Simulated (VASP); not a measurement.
# W (P1) in VASP: notebook

One crystal, W, is run at these levels: LDA; tasks: single point.

Program: VASP 6.6.1. These are calculated values, not measurements. Logs are shortened: lines on timing, memory, paths and dates and some standing lists are left out, and cuts for length are marked.

### Step 1. The crystal as given

The typed cell holds 16 atoms: a = 6.424 Å, b = 6.424 Å, c = 6.424 Å, α = 90.00°, β = 90.00°, γ = 90.00°.

The cell was built by a generator and needn't be a form met in nature.

### Step 2. Single point, LDA

File INCAR:

```
PREC = Accurate
ENCUT = 520
EDIFF = 1E-7
ISMEAR = -1
SIGMA = 0.17
LREAL = Auto
LASPH = T
NELM = 100
ALGO = Fast
ISIF = 2
LWAVE = F
LCHARG = F
NBANDS = 126
```

File KPOINTS:

```
Automatic mesh
0
Gamma
  2 2 2
```

File POSCAR:

```
W
1.0
    6.4236250000      0.0000000000      0.0000000000
    0.0000000000      6.4236250000      0.0000000000
    0.0000000000      0.0000000000      6.4236250000
W
16
Direct
    0.0148514273     -0.0445075794      0.0404600206
    0.5393994824     -0.0404755882      0.0394014283
    0.0728249236      0.4670260172      0.0285975598
    0.0637957540     -0.0195683901      0.5258401603
    0.2907548308      0.2209655763      0.2733814630
    0.5698340112      0.4547432330      0.0528362101
    0.5442565530     -0.0428418533      0.5496584872
    0.7882309444      0.1972562221      0.3225437350
    0.0557162039      0.4748409193      0.5287357217
    0.3015586993      0.7262877269      0.3048123139
    0.2981338419      0.2189417969      0.7840277102
    0.5408628306      0.4564556617      0.5616610559
    0.7985055167      0.7311136625      0.2858977602
    0.7911420732      0.2050399891      0.8059312304
    0.2839518185      0.7124170542      0.7821907412
    0.7860514896      0.7070306875      0.8048103680
```

Potentials or basis: VASP PAW LDA potentials, release 64 (W_sv).

Started as:

```sh
$ cat potpaw_LDA.64/W_sv/POTCAR > POTCAR
$ mpirun -np 1 vasp_std > vasp.out
```

OUTCAR:

```text
PREC = Accurate
   ENCUT = 520
   EDIFF = 1E-7
   ISMEAR = -1
   LREAL = Auto
   LASPH = T
   NELM = 100
   ISIF = 2

 ion  position               nearest neighbor table
   1  0.015  0.955  0.040-  13 2.55  14 2.63  16 2.65   8 2.80  15 2.86   5 2.88  10 2.91  11 2.98
                             2 3.05   4 3.14   3 3.16   3 3.31   4 3.32   2 3.37
   2  0.539  0.960  0.039-  14 2.71  16 2.72  13 2.73  10 2.74   5 2.76  11 2.81  15 2.82   8 2.86
                             1 3.05   7 3.15   6 3.19   6 3.25   7 3.28   1 3.37
   3  0.073  0.467  0.029-  15 2.61   5 2.63  11 2.67  16 2.80  10 2.84  14 2.86  13 2.95   8 3.15
                             1 3.16   6 3.20   9 3.21   9 3.21   6 3.24   1 3.31
   4  0.064  0.980  0.526-   8 2.60  10 2.65   5 2.67  11 2.71  15 2.77  13 2.80  14 2.90  16 3.08
                             7 3.09   1 3.14   9 3.18   9 3.25   1 3.32   7 3.34
   5  0.291  0.221  0.273-   3 2.63   4 2.67   6 2.73   9 2.76   2 2.76   1 2.88  12 2.88   7 2.94
                            11 3.14  10 3.18   8 3.21   8 3.25  10 3.25  11 3.28
   6  0.570  0.455  0.053-  16 2.66  14 2.67   5 2.73  13 2.75   8 2.78  11 2.88  10 2.94  15 3.02
                            12 3.16   2 3.19   3 3.20   3 3.24   2 3.25  12 3.27
   7  0.544  0.957  0.550-   8 2.64  10 2.67  15 2.74  11 2.76  13 2.77  16 2.77  14 2.79   5 2.94
                             4 3.09   2 3.15  12 3.21  12 3.22   2 3.28   4 3.34
   8  0.788  0.197  0.323-   4 2.60   7 2.64  12 2.77   6 2.78   1 2.80   9 2.81   2 2.86  13 3.00
                            14 3.11   3 3.15   5 3.21   5 3.25  14 3.32  13 3.44
   9  0.056  0.475  0.529-  15 2.67  10 2.68   5 2.76  11 2.80  13 2.81   8 2.81  16 2.89  14 3.01
                            12 3.13   4 3.18   3 3.21   3 3.21   4 3.25  12 3.32
  10  0.302  0.726  0.305-   4 2.65   7 2.67   9 2.68   2 2.74   3 2.84  12 2.84   1 2.91   6 2.94
                            15 3.07   5 3.18  13 3.19  13 3.23   5 3.25  15 3.36
  11  0.298  0.219  0.784-  12 2.61   3 2.67   4 2.71   7 2.76   9 2.80   2 2.81   6 2.88   1 2.98
                             5 3.14  15 3.17  14 3.17  15 3.26  14 3.26   5 3.28
  12  0.541  0.456  0.562-  11 2.61  15 2.73  16 2.74  14 2.77   8 2.77  10 2.84   5 2.88  13 3.00
                             9 3.13   6 3.16   7 3.21   7 3.22   6 3.27   9 3.32
  13  0.799  0.731  0.286-   1 2.55   2 2.73   6 2.75   7 2.77   4 2.80   9 2.81   3 2.95  12 3.00
                             8 3.00  16 3.10  10 3.19  10 3.23  16 3.34   8 3.44
  14  0.791  0.205  0.806-   1 2.63   6 2.67   2 2.71  12 2.77   7 2.79   3 2.86   4 2.90   9 3.01
                             8 3.11  11 3.17  16 3.20  16 3.22  11 3.26   8 3.32
  15  0.284  0.712  0.782-   3 2.61   9 2.67  12 2.73   7 2.74   4 2.77   2 2.82   1 2.86   6 3.02
                            10 3.07  11 3.17  16 3.20  16 3.23  11 3.26  10 3.36
  16  0.786  0.707  0.805-   1 2.65   6 2.66   2 2.72  12 2.74   7 2.77   3 2.80   9 2.89   4 3.08
                            13 3.10  14 3.20  15 3.20  14 3.22  15 3.23  13 3.34

  LATTYP: Found a simple cubic cell.
 ALAT       =     6.4236250000

  Lattice vectors:

 A1 = (   6.4236250000,   0.0000000000,   0.0000000000)
 A2 = (   0.0000000000,   6.4236250000,   0.0000000000)
 A3 = (   0.0000000000,   0.0000000000,   6.4236250000)

Analysis of symmetry for initial positions (statically):
=====================================================================
 Subroutine PRICEL returns:
 Original cell was already a primitive cell.

 Routine SETGRP: Setting up the symmetry group for a
 simple cubic supercell.

 Subroutine GETGRP returns: Found  1 space group operations
 (whereof  1 operations were pure point group operations)
 out of a pool of 48 trial point group operations.

The static configuration has the point symmetry C_1 .

Analysis of symmetry for dynamics (positions and initial velocities):
=====================================================================
 Subroutine PRICEL returns:
 Original cell was already a primitive cell.

 Routine SETGRP: Setting up the symmetry group for a
 simple cubic supercell.

 Subroutine GETGRP returns: Found  1 space group operations
 (whereof  1 operations were pure point group operations)
 out of a pool of 48 trial point group operations.

The dynamic configuration has the point symmetry C_1 .

 Subroutine INISYM returns: Found  1 space group operations
 (whereof  1 operations are pure point group operations),
 and found     1 'primitive' translations

----------------------------------------------------------------------------------------

                                     Primitive cell

  volume of cell :     265.0578

  direct lattice vectors                    reciprocal lattice vectors
     6.423625000  0.000000000  0.000000000     0.155675339  0.000000000  0.000000000
     0.000000000  6.423625000  0.000000000     0.000000000  0.155675339  0.000000000
     0.000000000  0.000000000  6.423625000     0.000000000  0.000000000  0.155675339

  length of vectors
[... 56 lines left out ...]

  Shift w.r.t. Gamma in fractional coordinates (k-lattice)
     0.000000000  0.000000000  0.000000000

 Subroutine IBZKPT returns following result:
 ===========================================

 Found      8 irreducible k-points:

 Following reciprocal coordinates:
            Coordinates               Weight
  0.000000  0.000000  0.000000      1.000000
  0.500000  0.000000  0.000000      1.000000
  0.000000  0.500000  0.000000      1.000000
  0.000000  0.000000  0.500000      1.000000
  0.500000  0.500000  0.000000      1.000000
  0.000000  0.500000  0.500000      1.000000
  0.500000  0.000000  0.500000      1.000000
  0.500000  0.500000  0.500000      1.000000
   k-points           NKPTS =      8   k-points in BZ     NKDIM =      8   number of bands    NBANDS=    126
   number of dos      NEDOS =    301   number of ions     NIONS =     16
   total plane-waves  NPLWV = 110592
   dimension x,y,z NGX =    48 NGY =   48 NGZ =   48
   dimension x,y,z NGXF=    96 NGYF=   96 NGZF=   96
   ions per type =              16
   NGX,Y,Z   is equivalent  to a cutoff of  12.42, 12.42, 12.42 a.u.
   NGXF,Y,Z  is equivalent  to a cutoff of  24.85, 24.85, 24.85 a.u.
 SYSTEM =  unknown system
   PREC   = accura    normal or accurate (medium, high low for compatibility)
   ISTART =      0    job   : 0-new  1-cont  2-samecut
   ICHARG =      2    charge: 1-file 2-atom 10-const
   ISPIN  =      1    spin polarized calculation?
   LNONCOLLINEAR =      F non collinear calculations
   LSORBIT =      F    spin-orbit coupling
   LASPH  =      T    aspherical Exc in radial PAW
   ENCUT  =  520.0 eV  38.22 Ry    6.18 a.u.  11.94 11.94 11.94*2*pi/ulx,y,z
   NELM   =    100;   NELMIN=  2; NELMDL= -5     # of ELM steps
   EDIFF  = 0.1E-06   stopping-criterion for ELM
   LREAL  =      T    real-space projection
   EDIFFG = 0.1E-05   stopping-criterion for IOM
   NSW    =      0    number of steps for IOM
   IBRION =     -1    ionic relax: 0-MD 1-quasi-New 2-CG
   NFREE  =      0    steps in history (QN), initial steepest desc. (CG)
   ISIF   =      2    stress and relaxation
   ISYM   =      2    0-nonsym 1-usesym 2-fastsym
   POTIM  = 0.5000    time-step for ionic-motion
   TEBEG  =    0.0;   TEEND  =   0.0 temperature during run
   PSTRESS=    0.0 pullay stress
   NELECT =     224.0000    total number of electrons
   NUPDOWN=      -1.0000    fix difference up-down
   EMIN   =  10.00;   EMAX   =-10.00  energy-range for DOS
   EFERMI =   0.00;   METHOD = LEGACY
   ISMEAR =    -1;   SIGMA  =   0.17  broadening in eV -4-tet -1-fermi 0-gaus
   EFERMI_NEDOS =   21; number of points for ismear=-14 and -15
   IALGO  =     68    algorithm
   IMIX   =      4    mixing-type and parameters
     AMIX     =   0.40;   BMIX     =  1.00
     AMIX_MAG =   1.60;   BMIX_MAG =  1.00
  volume/ion in A,a.u.               =      16.57       111.79
  Fermi-wavevector in a.u.,A,eV,Ry     =   1.547785  2.924890 32.594643  2.395639
  Thomas-Fermi vector in A             =   2.652829
   LORBIT       =      0    0 simple, 1 ext, 2 COOP (PROOUT), +10 PAW based schemes
   GGA     = CA    functional components
   LHFCALC =     F    Hartree Fock is set to
   AEXX    =    0.0000 exact exchange contribution
   IVDW    =     0    specifies the selected vdW correction
   LEPSILON=     F    determine dielectric tensor
   LRPA    =     F    only Hartree local field effects (RPA)
 non-spin polarized calculation
 RMM-DIIS sequential band-by-band and
  energy-cutoff  :      520.00
  volume of cell :      265.06
 maximum number of plane-waves:      7184
 NGX is ok and might be reduce to    48
   NGX = 23   NGY = 23   NGZ = 23

 number of electron     223.9999994 magnetization

 Free energy of the ion-electron system (eV)
  ---------------------------------------------------
  ext. energy  EPLUGINS =         0.00000000
  ---------------------------------------------------
  free energy    TOTEN  =      -223.33735578 eV

  energy without entropy =     -222.54398736  energy(sigma->0) =     -222.94067157

 E-fermi :  10.5530     XC(G=0): -13.5562

 val. band max:       10.5203252066   @ k =   0.5000   0.0000   0.5000
 cond. band min:      10.5646324505   @ k =   0.0000   0.0000   0.0000
 fundamental gap:      0.0443072439
 Fermi energy:        10.5529800257

 k-point     1 :       0.0000    0.0000    0.0000
  band No.  band energies     occupation
      1     -63.0463      2.00000
      2     -62.9722      2.00000
      3     -62.9500      2.00000
      4     -62.9474      2.00000
      5     -62.9408      2.00000
      6     -62.9371      2.00000
[... 1005 lines left out ...]
    123      12.8120      0.00000
    124      12.8481      0.00000
 [bands above 124 left out]

------------------------ aborting loop because EDIFF is reached ----------------------------------------

  FORCE on cell =-STRESS in cart. coord.  units (eV):
  Direction    XX          YY          ZZ          XY          YZ          ZX
  --------------------------------------------------------------------------------------
  -------------------------------------------------------------------------------------
  Total      -26.4015175    -26.2571214    -26.6657626      0.7926824     -1.4686660     -0.7197295
  in kB     -159.5875230   -158.7147011   -161.1847876      4.7914751     -8.8775491     -4.3505018
  external PRESSURE =    -159.8290039 kB  Pullay stress =       0.0000000 kB

 VOLUME and BASIS-vectors are now :
 -----------------------------------------------------------------------------
  energy-cutoff  :      520.00
  volume of cell :      265.06
      direct lattice vectors                 reciprocal lattice vectors
     6.423625000  0.000000000  0.000000000     0.155675339  0.000000000  0.000000000
     0.000000000  6.423625000  0.000000000     0.000000000  0.155675339  0.000000000
     0.000000000  0.000000000  6.423625000     0.000000000  0.000000000  0.155675339

 POSITION                                       TOTAL-FORCE (eV/Angst)
 -----------------------------------------------------------------------------------
      0.09540      6.13773      0.25990         2.634605      0.983849     -0.364482
      3.46490      6.16362      0.25310        -0.730455      0.236716      0.308401
      0.46780      3.00000      0.18370        -1.862642     -0.243461      0.853539
      0.40980      6.29793      3.37780        -1.411475     -1.005911      1.686586
      1.86770      1.41940      1.75610         0.807804     -0.335096      0.930478
      3.66040      2.92110      0.33940        -1.357862      0.564319      0.073177
[... 8 lines left out ...]
      1.82400      4.57630      5.02450         1.029617      0.457753      1.123685
      5.04930      4.54170      5.16980         0.633577      0.021682     -1.464782
 -----------------------------------------------------------------------------------
    total drift:                               -0.004920     -0.002354      0.003754

  FREE ENERGIE OF THE ION-ELECTRON SYSTEM (eV)
  ---------------------------------------------------
  free  energy   TOTEN  =      -223.3373557767 eV

  energy  without entropy=     -222.5439873610  energy(sigma->0) =     -222.94067157
```

Wall time 5.2 min (1 thread of Intel Xeon 6975P-C (Granite Rapids), shared host); peak memory 0.36 GiB.

Results:

| Item | Value |
| --- | --- |
| Free energy | -223.3374 eV |
| Pressure | -16.0 GPa |
| Largest force | 2.836 eV/Å |
| Band gap on the k mesh | none (metal or under the smearing width) |

Forces in eV/Å, atoms in the order of the input:
```
W    2.635  0.984 -0.364
W   -0.730  0.237  0.308
W   -1.863 -0.243  0.854
W   -1.411 -1.006  1.687
W    0.808 -0.335  0.930
W   -1.358  0.564  0.073
W    0.236  0.358 -0.049
W    0.287  2.026 -1.887
W   -1.245 -0.446  0.723
W    0.100 -0.980 -1.721
W   -0.282 -0.646  0.515
W    0.895  0.562 -1.312
W   -0.327 -2.216  1.228
W    0.592  0.663 -0.644
W    1.030  0.458  1.124
W    0.634  0.022 -1.465
```

Levels at points of the mesh, in eV from the Fermi level:
| k point | band 110 | band 111 | band 112 | band 113 | band 114 | band 115 |
| --- | --- | --- | --- | --- | --- | --- |
| (0.00, 0.00, 0.00) | -0.14 | 0.01 | 0.08 | 0.69 | 0.74 | 0.84 |
| (0.50, 0.00, 0.00) | -0.74 | -0.28 | -0.20 | 0.29 | 0.39 | 0.75 |
| (0.00, 0.50, 0.00) | -0.73 | -0.32 | -0.18 | 0.21 | 0.41 | 0.72 |
| (0.00, 0.00, 0.50) | -0.73 | -0.45 | -0.31 | 0.22 | 0.36 | 0.75 |
| (0.50, 0.50, 0.00) | -0.68 | -0.48 | -0.47 | 0.08 | 0.22 | 0.28 |
| (0.00, 0.50, 0.50) | -0.63 | -0.57 | -0.39 | 0.08 | 0.24 | 0.34 |
| (0.50, 0.00, 0.50) | -0.64 | -0.47 | -0.35 | -0.03 | 0.18 | 0.21 |
| (0.50, 0.50, 0.50) | -2.18 | -2.10 | -2.02 | 1.60 | 1.75 | 1.82 |

Caveat: the k mesh is coarse (spacing up to 0.49 Å⁻¹), so the values aren't converged; so large a pressure means that the cell lies far from this level's equilibrium, or that cutoff or potentials fall short; forces of over 1 eV/Å show positions far from the minimum, so gaps and moduli don't describe the material at rest. The run has no spin-orbit coupling, so splittings on W are missing.

### Step 3. Single point, LDA

File INCAR:

```
SYSTEM = W
  PREC = Accurate
  ENCUT = 520
  EDIFF = 1E-6
  ISMEAR = -1
  SIGMA = 0.17
  LREAL = Auto
  LASPH = .TRUE.
  NELM = 100
  ALGO = Fast
  ISIF = 2
  LWAVE = .FALSE.
  LCHARG = .FALSE.
  GGA = CA
  NBANDS = 126
```

File KPOINTS:

```
Automatic mesh
0
G
  2 2 2
  0 0 0
```

File POSCAR:

```
W
1.0
    6.4236250000      0.0000000000      0.0000000000
    0.0000000000      6.4236250000      0.0000000000
    0.0000000000      0.0000000000      6.4236250000
W
16
Direct
    0.0486174084     -0.0491000019      0.0465002238
    0.5531456148     -0.0192259044      0.0375333243
    0.0212185487      0.4645507793      0.0369417580
    0.0396816439     -0.0145712117      0.5552783670
    0.2851193835      0.2134620249      0.2938839051
    0.5467162233      0.4760707544      0.0546420440
    0.5317091206     -0.0079083072      0.5585008465
    0.7941777423      0.2183502306      0.2912218568
    0.0404444531      0.4798225301      0.5380295394
    0.2780205881      0.7126661348      0.2722606005
    0.2948646598      0.2200003892      0.7802292319
    0.5533791278      0.4883846738      0.5536126408
    0.8134503493      0.7307244741      0.3092023585
    0.7955632528      0.2391484559      0.7747183249
    0.2903033723      0.7137869972      0.8022728600
    0.7825799296      0.7184728249      0.8184630952
```

Potentials or basis: VASP PAW LDA potentials, release 64 (W_sv).

Started as:

```sh
$ cat potpaw_LDA.64/W_sv/POTCAR > POTCAR
$ mpirun -np 1 vasp_std > vasp.out
```

Run time: 3.7 min. Hardware: 1 thread of Intel Xeon 6975P-C (Granite Rapids), shared host; peak memory 0.35 GiB.

The run converged. Its results:

```yaml
Free_energy: -223.5496 eV
Pressure: -16.7 GPa
Largest_force: 2.824 eV/Å
Band_gap_on_the_k_mesh: none (metal or under the smearing width)
```

Forces on the atoms (eV/Å):
```
W   -0.408  1.988 -0.360
W   -0.821 -0.214  1.053
W    2.036 -0.351  0.477
W    0.161 -1.156 -0.637
W    0.606  0.653 -0.405
W   -0.956 -0.473 -0.220
W    0.732 -1.655 -1.587
W   -0.413  0.490 -0.109
W    0.772 -0.224  0.287
W    1.853  0.387  2.095
W   -0.346  0.826  1.742
W   -1.138 -0.421 -1.048
W   -2.444 -0.157 -0.132
W   -0.404 -1.257  1.675
W    0.035  0.540 -1.077
W    0.733  1.024 -1.755
```

Stress tensor (GPa, compression positive):
```
-16.21  -0.29   0.03
 -0.29 -17.14   0.62
  0.03   0.62 -16.70
```

Levels at points of the mesh, in eV from the Fermi level:
| k point | band 108 | band 109 | band 110 | band 111 | band 112 | band 113 | band 114 | band 115 | band 116 | band 117 |
| --- | --- | --- | --- | --- | --- | --- | --- | --- | --- | --- |
| (0.00, 0.00, 0.00) | -0.36 | -0.20 | -0.11 | -0.01 | 0.02 | 0.77 | 0.78 | 0.80 | 0.83 | 0.88 |
| (0.50, 0.00, 0.00) | -0.83 | -0.79 | -0.74 | -0.41 | -0.20 | 0.21 | 0.60 | 0.78 | 0.86 | 0.89 |
| (0.00, 0.50, 0.00) | -0.79 | -0.77 | -0.74 | -0.33 | -0.22 | 0.25 | 0.33 | 0.79 | 0.87 | 0.98 |
| (0.00, 0.00, 0.50) | -0.80 | -0.76 | -0.72 | -0.41 | -0.24 | 0.21 | 0.39 | 0.87 | 0.91 | 0.93 |
| (0.50, 0.50, 0.00) | -1.39 | -0.80 | -0.54 | -0.48 | -0.44 | 0.16 | 0.19 | 0.30 | 0.38 | 1.23 |
| (0.00, 0.50, 0.50) | -1.29 | -0.82 | -0.72 | -0.40 | -0.27 | 0.05 | 0.26 | 0.28 | 0.45 | 1.12 |
| (0.50, 0.00, 0.50) | -1.34 | -0.69 | -0.68 | -0.36 | -0.30 | 0.02 | 0.08 | 0.19 | 0.36 | 1.11 |
| (0.50, 0.50, 0.50) | -2.35 | -2.19 | -2.16 | -2.11 | -2.05 | 1.69 | 1.79 | 1.81 | 1.86 | 1.90 |

Caveat: the k mesh is coarse (spacing up to 0.49 Å⁻¹), so the values aren't converged; so large a pressure means that the cell lies far from this level's equilibrium, or that cutoff or potentials fall short; forces of over 1 eV/Å show positions far from the minimum, so gaps and moduli don't describe the material at rest. The run has no spin-orbit coupling, so splittings on W are missing.
